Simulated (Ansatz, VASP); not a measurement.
**BN in two plane-wave programs**

One calculation is typed for both programs; each brings its own data sets. How far apart do they land? The cell is taken from a series of runs on this material, whose earlier steps may have relaxed, scaled, displaced or heated it; both programs get it as it stands.

Method: plane waves, with VASP 6.6.1 beside it; relaxation of cell and atoms at r2SCAN, in Ansatz 0.2.0.

### 1. Starting point

The structure is cubic, space group F-43m (No. 216). The conventional cell has a = 3.609 Å, b = 3.609 Å, c = 3.609 Å, α = 90.00°, β = 90.00°, γ = 90.00°. Nearest to B lie 4 N at 1.56 Å. Nearest to N lie 4 B at 1.56 Å. Farther neighbours and most contacts between anions are not listed.

### 2. Ansatz: relaxation of cell and atoms, r2SCAN

Ansatz runs on its PAW soft_1 files.

The relaxed volume is the usual yardstick between codes: in a stiff, nearly cubic crystal its relative difference is about their pressure difference at one cell divided by the bulk modulus.

Input file input.yaml:

```yaml
crystal:
  lattice:
    - [0.0, 1.804374681, 1.804374681]
    - [1.804374681, 0.0, 1.804374681]
    - [1.804374681, 1.804374681, 0.0]
  atoms:
    - { symbol: B, position: [0.0, 0.0, 0.0] }
    - { symbol: "N", position: [0.25, 0.25, 0.25] }
kpoints:
  mp_grid: { grid: [10, 10, 10] }
hamiltonian:
  xc: r2scan
  pseudopotentials: { kind: paw, azcp: { folder: soft_1 } }
scf:
  occupations: { method: fixed }
output:
  forces: true
  stress: true
  eigenvalues: true
basis:
  ecutwfc: 600.0
relax:
  adjacent_minimum: "off"
  f_tol: 0.001
  max_steps: 60
  cell: { stress_tol: 0.01 }
```

Started as:

```bash
$ ansatz run input.yaml --threads 4 --pin off --max-ram 9216MiB --backend cpu --events-out ev --progress --plain --runs-dir out
```

Numbers of over 12 decimals in the logs are rounded to 6 here.

What it wrote:

```text
Engine: ansatz 0.2.0, x86_64-unknown-linux-gnu
Pseudopotentials: kind: paw
Pseudopotential: B, paw, valence charge 3, recommended cutoff 500 eV (meta_gga), soft_1/B.paw.azcp
Pseudopotential: N, paw, valence charge 5, recommended cutoff 500 eV (meta_gga), soft_1/N.paw.azcp
Functional definition: r2SCAN
  parameter k0 = 0.174
  parameter k1 = 0.065
  parameter a1 = 4.9479
  exchange = r2scan_x(k0 = k0, k1 = k1, a1 = a1)
  correlation = r2scan_c
Crystal: 2 atoms, lattice volume = 11.749 Å³
Basis set: ecut = 600 eV, 387 PW (Γ), exchange–correlation on 96×96×96 points (64 copies of the dense FFT grid, shifted against one another)
Bands: 8, of which v1, the nominal top of the filled ones, is band 4 counted from 1 (3 counted from 0)
Symmetry: 24 space group operations
Space group: F-43m (ITA 216), of the structure as read, at distance tolerance 2.3e-5 Å
k-points: 47 of 1000 (time reversal used)
Non-local potential: B, projectors of the file, l = 0: 2, l = 1: 2, l = 2: 1
Non-local potential: N, projectors of the file, l = 0: 2, l = 1: 2, l = 2: 1
PAW form: soft (Blöchl's): semilocal exchange-correlation on the pseudo side does not see the compensation charge
PAW frozen core: B, regenerated for the run's functional (the file was generated under x = pbe(κ = 0.804, μ = 0.219515), c = pbe(β = 0.066725))
PAW frozen core: N, regenerated for the run's functional (the file was generated under x = pbe(κ = 0.804, μ = 0.219515), c = pbe(β = 0.066725))
PAW one-centre angular grid: B, 302 points (default); XC on 223 of its mesh's 2233 points in the sphere
PAW one-centre angular grid: N, 302 points (default); XC on 160 Gauss nodes
Initial density: superposition of atomic densities (chi_scale 0.1, normalization cell, long waves kept (reshape's long-wave potential 0.00 eV rms))
Initial wavefunctions: pseudopotential atomic-orbital guess
Functional: x = r2scan, c = r2scan; τ floored in thin density (d = 2e-4 eV/Å³)
SCF iter   1: F=—  HF=-544.263297 eV  |F-HF|=—  |Δ(HF+E_count)|=         —  Δρ=1.46e-1  dr2=2.01e0  dr2_τ=4.93e-1  ethr=3.10e-3  ⟨swp⟩=4.0  Hψ=2166  notcnv=0  defer=67
preconditioner: auto → none  [insulator: Δε(μ)=5.910 eV  Ē_g=21.726 eV  n_scr=0 (ndim 8)  ℏωp=30.6 eV  f_vac=0.000  ε∞_Penn≈3.0]
SCF iter   2: F=—  HF=-543.976926 eV  |F-HF|=—  |Δ(HF+E_count)|=   2.86e-1  Δρ=6.15e-2  dr2=2.20e-1  dr2_τ=5.81e-2  ethr=3.10e-3  ⟨swp⟩=2.0  Hψ=1116  notcnv=0  defer=15
SCF iter   3: F=—  HF=-544.004963 eV  |F-HF|=—  |Δ(HF+E_count)|=   2.80e-2  Δρ=2.52e-2  dr2=3.95e-2  dr2_τ=2.98e-3  ethr=2.75e-3  ⟨swp⟩=2.0  Hψ=482  notcnv=0  defer=82
SCF iter   4: F=—  HF=-544.011240 eV  |F-HF|=—  |Δ(HF+E_count)|=   6.28e-3  Δρ=2.14e-3  dr2=1.82e-4  dr2_τ=4.05e-5  ethr=4.93e-4  ⟨swp⟩=3.2  Hψ=678  notcnv=0  defer=85
SCF iter   5: F=—  HF=-544.011358 eV  |F-HF|=—  |Δ(HF+E_count)|=   1.18e-4  Δρ=2.74e-4  dr2=5.97e-6  dr2_τ=3.07e-7  ethr=2.27e-6  ⟨swp⟩=2.6  Hψ=644  notcnv=0  defer=87
SCF iter   6: F=—  HF=-544.011362 eV  |F-HF|=—  |Δ(HF+E_count)|=   3.90e-6  Δρ=2.27e-5  dr2=2.75e-8  dr2_τ=3.04e-9  ethr=1.25e-9  ⟨swp⟩=5.1  Hψ=2326  notcnv=0
SCF iter   7: F=-544.011362 eV  HF=-544.011362 eV  |F-HF|=9.56e-10  |Δ(HF+E_count)|=   1.45e-8  Δρ=4.00e-6  dr2=1.34e-9  dr2_τ=1.63e-10  ethr=3.43e-10  ⟨swp⟩=2.1  Hψ=1349  notcnv=0
SCF 1 converged in 7 iterations: F = -544.011362 eV  dr2 = 1.34e-9
  greatest PAW one-centre occupation: 0.800 electrons in one spin orbital (limit 2), on the N atom at site 1 (counted from 0), in its partial waves of l = 0
relax step   1: F+E_penalty+E_count = -544.01136238 eV  Δ(F+E_penalty+E_count) = +0.000e0 eV  max|allowed force component| = 3.654e-16 eV/Å  Δτ_max = 0.0000 Å  P = +0.005 GPa  Ω = 11.749 Å³  (7 SCF iters, dr2 threshold 1.00e-7 eV, accepted)
Initial density: handed on by an earlier stage of this run
Initial wavefunctions: pseudopotential atomic-orbital guess (no wavefunctions were taken with the density)
iter 1 solved again at ethr=4.56e-9 eV; its pass at ethr=3.10e-3 eV (dr2=3.65e-7 eV) is discarded
SCF iter   1: F=—  HF=-544.011362 eV  |F-HF|=—  |Δ(HF+E_count)|=         —  Δρ=4.00e-6  dr2=1.33e-9  dr2_τ=1.64e-10  ethr=4.56e-9  ⟨swp⟩=3.0  Hψ=3261  notcnv=0  defer=77
preconditioner: auto → none  [insulator: Δε(μ)=4.994 eV  Ē_g=21.356 eV  n_scr=0 (ndim 8)  ℏωp=30.6 eV  f_vac=0.000  ε∞_Penn≈3.1]
SCF iter   2: F=—  HF=-544.011362 eV  |F-HF|=—  |Δ(HF+E_count)|=  7.00e-10  Δρ=6.85e-7  dr2=3.51e-11  dr2_τ=6.02e-11  ethr=1.66e-11  ⟨swp⟩=2.0  Hψ=531  notcnv=0  defer=77
SCF iter   3: F=—  HF=-544.011362 eV  |F-HF|=—  |Δ(HF+E_count)|=  2.05e-12  Δρ=2.75e-7  dr2=3.06e-12  dr2_τ=5.59e-13  ethr=4.38e-13 (applied; sched 1.00e-12)  ⟨swp⟩=2.2  Hψ=543  notcnv=0  defer=77
SCF iter   4: F=-544.011362 eV  HF=-544.011362 eV  |F-HF|=4.55e-13  |Δ(HF+E_count)|=  1.14e-13  Δρ=3.50e-8  dr2=5.47e-14  dr2_τ=1.36e-14  ethr=1.00e-12  ⟨swp⟩=7.1  Hψ=1859  notcnv=0
SCF 2 converged in 4 iterations: F = -544.011362 eV  dr2 = 5.47e-14
relax step   2: F+E_penalty+E_count = -544.01136238 eV  Δ(F+E_penalty+E_count) = -5.447e-10 eV  max|allowed force component| = 3.608e-16 eV/Å  Δτ_max = 0.0000 Å  P = +0.005 GPa  Ω = 11.749 Å³  stress off target by 5.06e-3 GPa  SCF on the basis re-selected at this cell (its energy is not comparable with the rows above)  (4 SCF iters)
basis re-selected at this cell: Δ(F+E_penalty+E_count) = -5.447e-10 eV, ΔP = -0.000 GPa vs the last step (what re-selecting the basis moved, of the pressure what is left beyond the Pulay correction that the steps carried, after the strain that the cell walked since its last selection, with what the two solves' SCF thresholds leave and, on support functions, any second-order correction that the steps lacked; it is no  [...]
SCF converged after 4 iterations
Free energy (F): -544.011362 eV
Harris-Foulkes:  -544.011362 eV  (|F-HF|=4.55e-13)
Internal energy: -544.011362 eV  (E = F + TS)
E sigma→0 (E₀):  -544.011362 eV
Fermi energy:    11.081388 eV
--- Per-component energies (eV) ---
  E_band       = 22.291061
  E_kinetic    = 184.255445
  E_local      = -158.371963  (includes V_loc(G=0)·N_el)
  E_nonlocal   = 41.603243
  E_hartree    = 49.414684
  E_xc         = -92.018421
  E_vxc        = -126.682453  (∫ρ·V_xc dr)
  E_paw        = -209.840973  (= ΣΔE_a)
  E_vpaw       = -24.251112  (= ΣTr[D̂ρ^β])
  E_aug_tail   = 0.000029  (compensation charges beyond the density's cutoff)
  E_vtau       = 6.908506  (kinetic-family band-sum trace: ∫τ·v_τ [+ j·A + Jᵃ·Aᵃ] dr)
  E_ewald      = -359.005400
  E_core_change = -0.048007  (= ΣΔE_core)
  E_smearing   = -0.000000  (= −TS)
  E_closure    = 0.000000  (closes the sum)
  Σ components = -544.011362   (vs F -544.011362, Δ=0.00e0)
--- Forces (eV/Å), atoms counted from 1 ---
  atom   1  B      0.00000000    -0.00000000    -0.00000000
  atom   2  N     -0.00000000    -0.00000000    -0.00000000
  max |Σ_I F_I| component: 4.63e-16 eV/Å
--- Stress (GPa, compression-positive) ---
        0.005060       0.000000       0.000000
       -0.000000       0.005060       0.000000
       -0.000000       0.000000       0.005060
  P = ⅓ Tr σ = 0.0051 GPa (0.051 kbar)
--- Band table (eV; the first three rows and the last of 47) ---
  k-point 0: bands = ["-10.2703", "11.0814", "11.0814", "11.0814", "20.6625", "20.6625", "20.6625", "22.1818"]
  k-point 1: bands = ["-10.0177", "9.7510", "10.8185", "10.8185", "20.9431", "21.0671", "21.0671", "23.0298"]
  k-point 2: bands = ["-9.2752", "6.9053", "10.2250", "10.2250", "21.2981", "21.9040", "21.9040", "24.8397"]
  k-point 46: bands = ["-4.2638", "2.7792", "4.2158", "4.5045", "20.5682", "24.9692", "26.2822", "28.2476"]
--- Relaxed structure (1 steps of the walk, 1 accepted, 1 SCFs on fresh bases) ---
  F+E_penalty+E_count = -544.01136238 eV   max|allowed force component| = 3.608e-16 eV/Å   (the final SCF, on the basis selected at the relaxed cell)
  cell:  # Å, volume = 11.7493 Å³
    - [0.0, 1.804374681, 1.804374681]
    - [1.804374681, 0.0, 1.804374681]
    - [1.804374681, 1.804374681, 0.0]
  atoms:
    - { symbol: B, position: [0.0, 0.0, 0.0] }
    - { symbol: N, position: [0.250000, 0.250000, 0.250000] }
```

In the SCF lines HF is the Harris–Foulkes energy and dr2 the Hartree energy of the density residual, in eV; the loop may stop once dr2 is under the threshold and the program's other checks hold. Hψ counts applications of the Hamiltonian.

### 3. VASP: relaxation of cell and atoms, r2SCAN

The same cell, functional and mesh now go to VASP, with its own data sets.

Lines of VASP's logs that name or quote its potential files are left out, and so is its time.

Input file INCAR:

```
SYSTEM = BN
PREC = Accurate
ENCUT = 660
EDIFF = 1E-07
NELM = 120
ISMEAR = 0
SIGMA = 0.01
LREAL = .FALSE.
ALGO = Normal
METAGGA = R2SCAN
LASPH = .TRUE.
NBANDS = 10
LORBIT = 11
LWAVE = .FALSE.
LCHARG = .FALSE.
ISIF = 3
IBRION = 2
NSW = 80
EDIFFG = -0.005
GGA_COMPAT = .FALSE.
NELMIN = 4
EFERMI = MIDGAP
LMIXTAU = .TRUE.
```

Input file POSCAR:

```
BN
1.0
    0.0000000000      1.8043750000      1.8043750000
    1.8043750000      0.0000000000      1.8043750000
    1.8043750000      1.8043750000      0.0000000000
B N
1 1
Direct
    0.0000000000      0.0000000000      0.0000000000
    0.2499998614      0.2499998614      0.2499998614
```

Input file KPOINTS:

```
Automatic mesh
0
Gamma
10 10 10
0 0 0
```

Potentials, in the order of the species: B and N (PBE family, release 64).

Started as:

```bash
$ mpirun -np 1 vasp_std
```

What it wrote:

```text
[banner, memory and clock lines left out]
running    1 mpi-ranks, on    1 nodes
 distrk:  each k-point on    1 cores,    1 groups
 distr:  one band on    1 cores,    1 groups

 POSCAR found type information on POSCAR B N
 POSCAR found :  2 types and       2 ions
|                                                                             |
|               ----> ADVICE to this user running VASP <----                  |
|                                                                             |
|     You enforced a specific xc type in the INCAR file but a different       |
|     [... a line on the potential file left out ...]
|     I HOPE YOU KNOW WHAT YOU ARE DOING!                                     |
|                                                                             |

 LDA part: xc-table for (None), standard interpolation
 POSCAR, INCAR and KPOINTS ok, starting setup
 FFT: planning ... GRIDC
 FFT: planning ... GRID_SOFT
 FFT: planning ... GRID
 WAVECAR not read
 entering main loop
       N       E                     dE             d eps       ncg     rms          rms(c)
DAV:   1     0.163373902899E+02    0.16337E+02   -0.58675E+03   956   0.978E+02
DAV:   2    -0.217106137627E+02   -0.38048E+02   -0.36845E+02  1138   0.228E+02
DAV:   3    -0.224219254298E+02   -0.71131E+00   -0.71002E+00  1138   0.268E+01
DAV:   4    -0.224228980119E+02   -0.97258E-03   -0.97255E-03  1088   0.106E+00
DAV:   5    -0.224228990592E+02   -0.10473E-05   -0.10473E-05  1072   0.359E-02    0.663E+00
DAV:   6    -0.189130617516E+02    0.35098E+01   -0.16074E+00  1032   0.944E+00    0.401E+00
DAV:   7    -0.194648217108E+02   -0.55176E+00   -0.10512E+00   948   0.770E+00    0.164E+00
DAV:   8    -0.181234750023E+02    0.13413E+01   -0.89493E-01   940   0.680E+00    0.179E+00
DAV:   9    -0.191707252032E+02   -0.10473E+01   -0.20890E-01   976   0.425E+00    0.423E-01
DAV:  10    -0.191763291413E+02   -0.56039E-02   -0.48720E-02   968   0.175E+00    0.158E-01
DAV:  11    -0.191715994914E+02    0.47296E-02   -0.47539E-03   956   0.912E-01    0.749E-02
DAV:  12    -0.191747909420E+02   -0.31915E-02   -0.16780E-03   970   0.424E-01    0.283E-02
DAV:  13    -0.191746186658E+02    0.17228E-03   -0.57568E-05  1086   0.723E-02    0.128E-02
DAV:  14    -0.191746474251E+02   -0.28759E-04   -0.62460E-06  1006   0.281E-02    0.977E-03
DAV:  15    -0.191746614716E+02   -0.14047E-04   -0.30954E-06   988   0.230E-02    0.237E-03
DAV:  16    -0.191746638473E+02   -0.23757E-05   -0.72611E-07  1038   0.912E-03    0.120E-03
DAV:  17    -0.191746631893E+02    0.65800E-06   -0.14114E-07   656   0.362E-03    0.827E-04
DAV:  18    -0.191746636982E+02   -0.50891E-06   -0.48813E-08   520   0.285E-03    0.318E-04
DAV:  19    -0.191746636142E+02    0.84039E-07   -0.36244E-09   510   0.616E-04
   1 F= -.19174664E+02 E0= -.19174664E+02  d E =-.191747E+02
 curvature:   0.00 expect dE= 0.000E+00 dE for cont linesearch  0.000E+00
 trial: gam= 0.00000 g(F)=  0.957E-43 g(S)=  0.879E-03 ort = 0.000E+00 (trialstep = 0.100E+01)
 search vector abs. value=  0.879E-03
 bond charge predicted
       N       E                     dE             d eps       ncg     rms          rms(c)
DAV:   1    -0.191754551788E+02   -0.79148E-03   -0.29523E-02   998   0.149E+00    0.223E-01
DAV:   2    -0.191745177907E+02    0.93739E-03   -0.45110E-03  1094   0.512E-01    0.663E-02
DAV:   3    -0.191745978721E+02   -0.80081E-04   -0.24473E-04   946   0.160E-01    0.261E-02
DAV:   4    -0.191745483219E+02    0.49550E-04   -0.11921E-04   940   0.942E-02    0.113E-02
DAV:   5    -0.191746201297E+02   -0.71808E-04   -0.57520E-05   944   0.719E-02    0.390E-03
DAV:   6    -0.191746154391E+02    0.46906E-05   -0.26089E-06  1020   0.207E-02    0.234E-03
DAV:   7    -0.191746189174E+02   -0.34783E-05   -0.48027E-07   986   0.779E-03    0.109E-03
DAV:   8    -0.191746189086E+02    0.87852E-08   -0.17059E-07   666   0.352E-03
   2 F= -.19174619E+02 E0= -.19174619E+02  d E =0.447056E-04
 trial-energy change:    0.000045  1 .order    0.000037   -0.000879    0.000953
 step:   0.4735(harm=  0.4798)  dis= 0.00000  next Energy=   -19.174871 (dE=-0.207E-03)
 bond charge predicted
       N       E                     dE             d eps       ncg     rms          rms(c)
DAV:   1    -0.191750995942E+02   -0.48068E-03   -0.81818E-03   996   0.789E-01    0.117E-01
DAV:   2    -0.191748490026E+02    0.25059E-03   -0.12393E-03  1110   0.269E-01    0.350E-02
DAV:   3    -0.191748590783E+02   -0.10076E-04   -0.67318E-05   948   0.842E-02    0.138E-02
DAV:   4    -0.191748576478E+02    0.14304E-05   -0.32759E-05   940   0.494E-02    0.596E-03
DAV:   5    -0.191748672184E+02   -0.95706E-05   -0.15909E-05   940   0.378E-02    0.207E-03
DAV:   6    -0.191748713515E+02   -0.41331E-05   -0.75032E-07  1016   0.109E-02    0.123E-03
DAV:   7    -0.191748700762E+02    0.12753E-05   -0.13005E-07   982   0.405E-03    0.585E-04
DAV:   8    -0.191748702732E+02   -0.19698E-06   -0.48418E-08   498   0.187E-03    0.113E-04
DAV:   9    -0.191748702065E+02    0.66633E-07   -0.44337E-09   484   0.629E-04
   3 F= -.19174870E+02 E0= -.19174870E+02  d E =-.206592E-03
 curvature:  -0.24 expect dE=-0.157E-07 dE for cont linesearch -0.157E-07
 trial: gam=-0.00855 g(F)=  0.101E-40 g(S)=  0.653E-07 ort = 0.758E-05 (trialstep = 0.895E+00)
 search vector abs. value=  0.105E-09
 reached required accuracy - stopping structural energy minimisation
```

From OUTCAR (step 3):

```text
ion  position               nearest neighbor table
   1  0.000  0.000  0.000-   2 1.56   2 1.56   2 1.56   2 1.56
   2  0.250  0.250  0.250-   1 1.56   1 1.56   1 1.56   1 1.56

  LATTYP: Found a face centered cubic cell.
 ALAT       =     3.6087500000

 Subroutine GETGRP returns: Found 24 space group operations
 (whereof 24 operations were pure point group operations)

The static configuration has the point symmetry T_d .

 Found     47 irreducible k-points:

   k-points           NKPTS =     47   k-points in BZ     NKDIM =     47   number of bands    NBANDS=     10

   dimension x,y,z NGX =    24 NGY =   24 NGZ =   24
   dimension x,y,z NGXF=    48 NGYF=   48 NGZF=   48

   ENCUT  =  660.0 eV  48.51 Ry    6.96 a.u.   5.35  5.35  5.35*2*pi/ulx,y,z

   NELECT =       8.0000    total number of electrons

 k-points in reciprocal lattice and weights: Automatic mesh
   0.00000000  0.00000000  0.00000000       0.001
   0.10000000  0.00000000  0.00000000       0.008
   0.20000000  0.00000000  0.00000000       0.008
   0.30000000  0.00000000  0.00000000       0.008
   0.40000000  0.00000000  0.00000000       0.008
   0.50000000  0.00000000  0.00000000       0.004
   0.10000000  0.10000000  0.00000000       0.006
   0.20000000  0.10000000  0.00000000       0.024
   0.30000000  0.10000000  0.00000000       0.024
[...]
-0.30000000  0.40000000  0.20000000       0.024
  -0.30000000  0.50000000  0.20000000       0.012

 average (electrostatic) potential at core
       1 -25.9497       2 -63.2584

 E-fermi :   9.7482

 k-point     1 :       0.0000    0.0000    0.0000
  band No.  band energies     occupation
      1     -14.0482      2.00000
      2       7.2590      2.00000
      3       7.2591      2.00000
      4       7.2591      2.00000
      5      16.7922      0.00000
      6      16.7922      0.00000
      7      16.7922      0.00000
      8      18.3470      0.00000
      9      33.4205      0.00000
    ...

 k-point     2 :       0.1000    0.0000    0.0000
  band No.  band energies     occupation
      1     -13.7965      2.00000
      2       5.9316      2.00000
      3       6.9968      2.00000
      4       6.9968      2.00000
      5      17.0814      0.00000
      6      17.1959      0.00000
      7      17.1959      0.00000
      8      19.1821      0.00000
      9      33.1285      0.00000
    ...

 k-point     3 :       0.2000    0.0000    0.0000
  band No.  band energies     occupation
      1     -13.0565      2.00000
      2       3.0925      2.00000
      3       6.4047      2.00000
      4       6.4047      2.00000
      5      17.4445      0.00000
      6      18.0306      0.00000
      7      18.0306      0.00000
      8      20.9751      0.00000
      9      31.9826      0.00000
    ...

  Total        0.0009500      0.0009500      0.0009500     -0.0000000     -0.0000000      0.0000000
  in kB        0.1290605      0.1290605      0.1290605     -0.0000000     -0.0000000      0.0000000
  external PRESSURE =       0.1290605 kB  Pullay stress =       0.0000000 kB

  energy-cutoff  :      660.00
  volume of cell :       11.79
      direct lattice vectors                 reciprocal lattice vectors
    -0.000000000  1.806646177  1.806646177    -0.276755906  0.276755906  0.276755906
     1.806646177 -0.000000000  1.806646177     0.276755906 -0.276755906  0.276755906
     1.806646177  1.806646177  0.000000000     0.276755906  0.276755906 -0.276755906

 POSITION                                       TOTAL-FORCE (eV/Angst)
 -----------------------------------------------------------------------------------
      0.00000     -0.00000      0.00000         0.000000      0.000000     -0.000000
      0.90332      0.90332      0.90332        -0.000000     -0.000000      0.000000
 -----------------------------------------------------------------------------------
    total drift:                                0.000328      0.000328      0.000328

  FREE ENERGIE OF THE ION-ELECTRON SYSTEM (eV)
  ---------------------------------------------------
  free  energy   TOTEN  =       -19.1748702065 eV

  energy  without entropy=      -19.1748702065  energy(sigma->0) =      -19.17487021

 reached required accuracy - stopping structural energy minimisation

 total charge
# of ion       s       p       d       tot
------------------------------------------
    1        0.681   1.339   0.000   2.020
    2        1.225   2.787   0.000   4.011
--------------------------------------------------
tot          1.906   4.126   0.000   6.032

[... 3 further parts left out ...]
```

### 4. Differences

Known differences besides the potentials themselves: VASP keeps PBE cores, Ansatz makes them for the functional; fixed occupations in Ansatz, narrow Gaussian smearing in VASP; the cutoff is 600 eV in Ansatz and 660 eV in VASP; Ansatz adds a Pulay correction to the stress that steers its cell, VASP none. Total energies have different zeros and are not compared.

The two programs side by side:

| quantity | Ansatz | VASP | difference |
| --- | --- | --- | --- |
| volume (Å³) | 11.75 | 11.79 | -0.38 % |
| edge a after relaxation, in the typed setting (Å) | 2.552 | 2.555 | -0.13 % |

### 5. Outcome

* difference in volume (relaxation of cell and atoms, r2SCAN): -0.38 %

**Reading.** The difference in volume is -0.38 % (relaxation of cell and atoms, r2SCAN), within the 1.2 % picked in this series as the mark of a large difference, as far as the stopping tolerances let one tell. How closely two codes agree says nothing of how well the functional describes the real material.

[Lines on the potential files, build, host, timing and source positions are cut from VASP's logs without a mark.]

[Logs are printed without paths, hosts, clocks, repeated set-up lines and the standing remarks that a program may print on its own settings, such as how far it seeks lower states.]

[Hosts, paths, dates, database ids (printed as entryN), source tags and the programs' standing remarks are cut or masked in the printed files.]
